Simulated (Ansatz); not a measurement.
Bi:

```
CELL_PARAMETERS angstrom
-1.98143 1.98143 1.98143
1.98143 -1.98143 1.98143
1.98143 1.98143 -1.98143
ATOMIC_POSITIONS crystal
Bi 0.00000 0.00000 0.00000
```

This isn't the form of Bi at room conditions, which is rhombohedral.

| Property | Result |
| --- | --- |
| Program | Ansatz 0.2.0 |
| Task | relaxation of cell and atoms |
| Functional | PBE |
| Dispersion | D4 |
| Potentials or basis | all-electron LAPW, scalar-relativistic |
| Basis error allowed | 0.001 eV/atom |
| k mesh | 9 × 9 × 9 |
| Occupations | fermi-dirac, width 0.05 eV |
| Spin | no spin polarisation |

At the start: volume 31.12 Å³/atom.

Q: How do energy, volume and symmetry change on relaxing?

A: Over 4 steps the energy falls by 5.1 meV/atom and the volume is 30.19 Å³/atom (-3.0 %); space group Im-3m (No. 229, to 0.05 Å).

The path:
```
step  energy change (eV)  largest force (eV/Å)  volume (Å³)
   1              0.0000                0.0000        31.12
   2             -0.0048                0.0000        29.94
   3             -0.0051                0.0000        30.19
   4             -0.0051                0.0000        30.19
```

Final structure:
```
Bi
1.0
    -1.96155    1.96155    1.96155
     1.96155   -1.96155    1.96155
     1.96155    1.96155   -1.96155
Bi
1
Direct
  0.00000 0.00000 0.00000
```
